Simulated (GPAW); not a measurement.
# BeTe (F-43m) in GPAW: single point with PBE

Aim: the single point of BeTe with PBE.

Everything below comes from runs of GPAW 26.7.0. Logs are shortened: lines on timing, memory, paths and dates and some standing lists are left out, and cuts for length are marked. The log counts tension as positive stress, the text compression.

## 1. Starting point

Symmetry: F-43m, No. 216, cubic system. Conventional cell: a = 5.540 Å, b = 5.540 Å, c = 5.540 Å, α = 90.00°, β = 90.00°, γ = 90.00°. Te (site symmetry -43m) is surrounded by 4 Be at 2.40 Å. Be (site symmetry -43m) is surrounded by 4 Te at 2.40 Å.

## 2. Single point, PBE

Contents of run.py:

```python
from ase import Atoms
from ase.dft.bandgap import bandgap
from ase.io import write
from ase.units import GPa
from gpaw import GPAW, PW

atoms = Atoms(['Te', 'Be'],
              cell=[[0.0, 2.77, 2.77],
                    [2.77, 0.0, 2.77],
                    [2.77, 2.77, 0.0]],
              scaled_positions=[[0.75, 0.75, 0.75],
                                [0.0, 0.0, 0.0]],
              pbc=True)

calc = GPAW(mode=PW(600),
            xc='PBE',
            kpts={'size': (7, 7, 7), 'gamma': True},
            occupations={'name': 'fermi-dirac', 'width': 0.05},
            nbands=11,
            maxiter=120,
            txt='gpaw.txt')
atoms.calc = calc
energy = atoms.get_potential_energy()
forces = atoms.get_forces()
stress = atoms.get_stress()
calc.write('gs.gpw')
write('result.traj', atoms)
print(f'Energy: {energy:.6f} eV')
print('Forces (eV/A):')
print(forces.round(4))
print('Stress (GPa):', (stress / GPa).round(3))
print('Fermi level:', round(calc.get_fermi_level(), 4), 'eV')
print(f'Gap: {bandgap(calc)[0]:.4f} eV, direct: {bandgap(calc, direct=True)[0]:.4f} eV')
```

Potentials or basis: GPAW PAW data sets (gpaw-data 1.2.1), pw.

The run is started by

```console
$ OMP_NUM_THREADS=1 python run.py
```

gpaw.txt:

```text
__  _  _
 | _ |_)|_||  |
 |__||  | ||/\| - 26.7.0

Input parameters:
  mode=PW(ecut=600.0),
  kpts=MonkhorstPack(size=(7, 7, 7), gamma=True),
  maxiter=120,
  nbands=11,
  occupations=Occupations(name='fermi-dirac', width=0.05),
  xc=XC(name='PBE')

Diagonalizing LCAO Hamiltonian
Converting LCAO to pw mode

                    Te

       Be

Atoms  # Å, Bohr magnetons
|   | symbol |        x |        y |        z |    initial magnetic moments |
|---|--------|----------|----------|----------|-----------------------------|
| 0 |     Te | 4.155000 | 4.155000 | 4.155000 | ( 0.0000,  0.0000,  0.0000) |
| 1 |     Be | 0.000000 | 0.000000 | 0.000000 | ( 0.0000,  0.0000,  0.0000) |

Unit cell  # Å
| periodic |        x |        y |        z |  lengths |    angles |
|----------|----------|----------|----------|----------|-----------|
|      yes | 0.000000 | 2.770000 | 2.770000 | 3.917372 | 60.000000 |
|      yes | 2.770000 | 0.000000 | 2.770000 | 3.917372 | 60.000000 |
|      yes | 2.770000 | 2.770000 | 0.000000 | 3.917372 | 60.000000 |

Number of symmetries: 24
Symmetry operations  # r_c * U_cc + t_c -> r_c
|    | kind |            matrix            |
|----|------|------------------------------|
|  0 |  E   |  1, 0, 0,  0, 1, 0,  0, 0, 1 |
|  1 |  σ   |  1, 0, 0,  0, 0, 1,  0, 1, 0 |
|  2 |  σ   |  1, 0,-1,  0, 1,-1,  0, 0,-1 |
|  3 |  C3  |  1, 0,-1,  0, 0,-1,  0, 1,-1 |
|  4 |  C3  |  1,-1, 0,  0,-1, 1,  0,-1, 0 |
|  5 |  σ   |  1,-1, 0,  0,-1, 0,  0,-1, 1 |
|  6 |  σ   |  0, 1, 0,  1, 0, 0,  0, 0, 1 |
|  7 |  C3  |  0, 1, 0,  0, 0, 1,  1, 0, 0 |
|  8 |  C2  |  0, 1,-1,  1, 0,-1,  0, 0,-1 |
|  9 |  S4  |  0, 1,-1,  0, 0,-1,  1, 0,-1 |
| 10 |  C3  |  0, 0, 1,  1, 0, 0,  0, 1, 0 |
| 11 |  σ   |  0, 0, 1,  0, 1, 0,  1, 0, 0 |
| 12 |  S4  |  0, 0,-1,  1, 0,-1,  0, 1,-1 |
| 13 |  C3  |  0, 0,-1,  0, 1,-1,  1, 0,-1 |
| 14 |  S4  |  0,-1, 1,  1,-1, 0,  0,-1, 0 |
| 15 |  C2  |  0,-1, 1,  0,-1, 0,  1,-1, 0 |
| 16 |  C3  |  0,-1, 0,  1,-1, 0,  0,-1, 1 |
| 17 |  S4  |  0,-1, 0,  0,-1, 1,  1,-1, 0 |
| 18 |  S4  | -1, 1, 0, -1, 0, 1, -1, 0, 0 |
| 19 |  C3  | -1, 1, 0, -1, 0, 0, -1, 0, 1 |
| 20 |  C3  | -1, 0, 1, -1, 1, 0, -1, 0, 0 |
| 21 |  S4  | -1, 0, 1, -1, 0, 0, -1, 1, 0 |
| 22 |  σ   | -1, 0, 0, -1, 1, 0, -1, 0, 1 |
| 23 |  C2  | -1, 0, 0, -1, 0, 1, -1, 1, 0 |

BZ-sampling:
  Number of BZ points: 343
  Number of IBZ points: 20

  Monkhorst-Pack size: [7, 7, 7]
  Monkhorst-Pack shift: [0, 0, 0]

K-points  # in reciprocal-cell coordinates
|     |                                coordinates |     weight |
|-----|--------------------------------------------|------------|
|   0 | (  0.00000000,   0.00000000,   0.00000000) | 0.00291545 |
|   1 | (  0.14285714,   0.14285714,   0.00000000) | 0.01749271 |
|   2 | (  0.14285714,   0.14285714,   0.14285714) | 0.02332362 |
|   3 | (  0.28571429,   0.14285714,   0.14285714) | 0.03498542 |
|   4 | (  0.28571429,   0.28571429,   0.00000000) | 0.01749271 |
|   5 | (  0.28571429,   0.28571429,   0.14285714) | 0.06997085 |
|   6 | (  0.28571429,   0.28571429,   0.28571429) | 0.02332362 |
|   7 | (  0.42857143,  -0.28571429,  -0.28571429) | 0.03498542 |
|   8 | (  0.42857143,   0.28571429,  -0.42857143) | 0.13994169 |
|   9 | (  0.42857143,   0.28571429,  -0.28571429) | 0.06997085 |
| ... |                                            |            |
|  19 | (  0.42857143,   0.42857143,   0.42857143) | 0.02332362 |

Plane wave coefficients: 1430
Cutoff: 600.0 eV

Spin-components: 1 (collinear spins)
Bands:           11
Projectors:      8
Spin-degeneracy: 2
Datatype:        complex128

Parallelization:
  kpt:    1
  domain: 1
  band:   1

Density:
  Valence electrons: 8.0
  Components: 1
  Grid points: [24 24 24]
  Charge: 0.0  # |e|

Potential:
  Grid points: [24 24 24]

species:
  Te:
    name:    Tellurium
    Z:       52.0
    valence: 6
    core:    46
    charge:  0.0  # [|e|]
    compensation charges:
      type: gauss
      rc: 0.36  # [Å]
      lmax: 2
    cutoffs:
      filter: 2.09  # [Å]
      core: 3.17  # [Å]
    projectors
    | kind |    occ | energy [eV] | rcut [Å] |
    |------|--------|-------------|----------|
    |   5s |  2.000 |     -15.089 |    1.180 |
    |   5p |  4.000 |      -5.955 |    1.196 |
    |    s |        |      12.123 |    1.180 |
    |    p |        |      21.256 |    1.196 |
    |    d |        |       0.000 |    1.238 |

    Using partial waves for Te as LCAO basis

  Be:
    name:    Beryllium
    Z:       4.0
    valence: 2
    core:    2
    charge:  0.0  # [|e|]
    compensation charges:
      type: gauss
      rc: 0.25  # [Å]
      lmax: 2
    cutoffs:
      filter: 1.42  # [Å]
      core: 1.77  # [Å]
    projectors
    | kind |    occ | energy [eV] | rcut [Å] |
    |------|--------|-------------|----------|
    |   2s |  2.000 |      -5.610 |    0.794 |
    |   2p |  0.000 |      -2.018 |    0.794 |
    |    s |        |      21.602 |    0.794 |

    Using partial waves for Be as LCAO basis

Reference energy: -185188.868407  # eV

eigensolver:
  PPCG
  Converge bands: occupied
  niter=2

density mixing:
  MSR1-Mixer
  Pratt-step length: 0.05
  Maximum mixing coefficient: 0.75
  Old densities: 10
  SVD Regularization: 0.005
  Good broyden scale: 1.0
  Trust region scale: 1.0
  Backstep threshold: 4.0
  History deletion threshold: 6.0
  Fourier metric: weight=20.0, sigma=0.015

occupation numbers:
  Fermi-Dirac:
    width: 0.0500  # eV

poisson solver:
  ecut: 4800.0  # eV

xc functional:
  name: PBE with 2 nearest neighbor stencil

convergence criteria:
- Maximum [total energy] change in last 3 cyles: 0.0005 eV / valence electron
- Maximum integral of absolute [dens]ity change: 0.0001 electrons / valence electron
- Maximum integral of absolute [eigenst]ate change: 4e-08 eV^2 / valence electron
maximum number of iterations: 120

SCF iterations
|iter     | |      energy | eigst |  dens |
|---------|-|-------------|-------|-------|
|iter:   1| |   -7.750522 | -0.15 |       |
|iter:   2| |   -7.729842 | -2.22 | -0.91 |
|iter:   3| |   -7.604065 | -2.24 | -0.94 |
|iter:   4| |   -7.604626 | -3.18 | -1.54 |
|iter:   5| |   -7.605241c| -4.39 | -2.07 |
|iter:   6| |   -7.605282c| -5.56 | -2.67 |
|iter:   7| |   -7.605283c| -7.04 | -3.70 |
|iter:   8| |   -7.605283c| -7.89c| -4.10c|

Converged in 8 steps
Energy contributions relative to reference atoms: (reference = -185188.868407)

Energy contributions:
  Kinetic:          18.490253
  Coulomb:         -16.525322
  Zero:              0.135215
  External:          0.000000
  Xc:               -9.705430
  Entropy:          -0.000000
  Spinorbit:         0.000000
  ----------------------------
  Free energy:      -7.605283
  Extrapolated:     -7.605283

dipole moment: (-0.426435, -0.426435, -0.426435)  # |e|*Ang

Fermi level: 6.488
Eigenvalues  # (at kpt = [0.000, 0.000, 0.000])
| band index |      eig [eV] | occ [0-2] |
|------------|---------------|-----------|
|          0 |        -7.057 |     2.000 |
|          1 |         5.562 |     2.000 |
|          2 |         5.562 |     2.000 |
|          3 |         5.562 |     2.000 |
|          4 |         9.147 |     0.000 |
|          5 |         9.147 |     0.000 |
|          6 |         9.147 |     0.000 |
|          7 |         9.761 |     0.000 |
|          8 |        13.973 |     0.000 |
|          9 |        16.135 |     0.000 |
|         10 |        16.297 |     0.000 |

Gap: 1.920 eV
Transition (v -> c):
  (s=0, k=0, n=3, [0.00, 0.00, 0.00]) -> (s=0, k=16, n=4, [0.43, 0.43, 0.00])
Direct/indirect transitions are different
Direct gap: 3.585 eV
Transition at: (s=0, k=0, n=3, [0.00, 0.00, 0.00])

Forces  # eV/Ang
|        x |        y |        z |
|----------|----------|----------|
|  0.00000 | -0.00000 | -0.00000 |  # Te   0
| -0.00000 |  0.00000 | -0.00000 |  # Be   1

Stress tensor  # eV/Ang^3
|         x |         y |         z |
|-----------|-----------|-----------|
| -0.027568 | -0.000000 | -0.000000 |
| -0.000000 | -0.027568 | -0.000000 |
| -0.000000 | -0.000000 | -0.027568 |

# Writing to gs.gpw (mode='')
```

It took 5.7 s on 1 thread of Arm Neoverse V2, shared host; peak memory 0.14 GiB.

What came out:

| Quantity | Value |
| --- | --- |
| Free energy | -7.6053 eV |
| Pressure | 4.4 GPa |
| Band gap on the k mesh | 1.92 eV, indirect (least direct gap 3.58 eV) |

Caveat: the cutoff is short for stress and forces, so pressures can be off by a GPa or more; spin-orbit coupling is left out, which moves the levels of the heavy elements; an odd mesh through Γ misses points on the zone boundary, where band edges often lie.
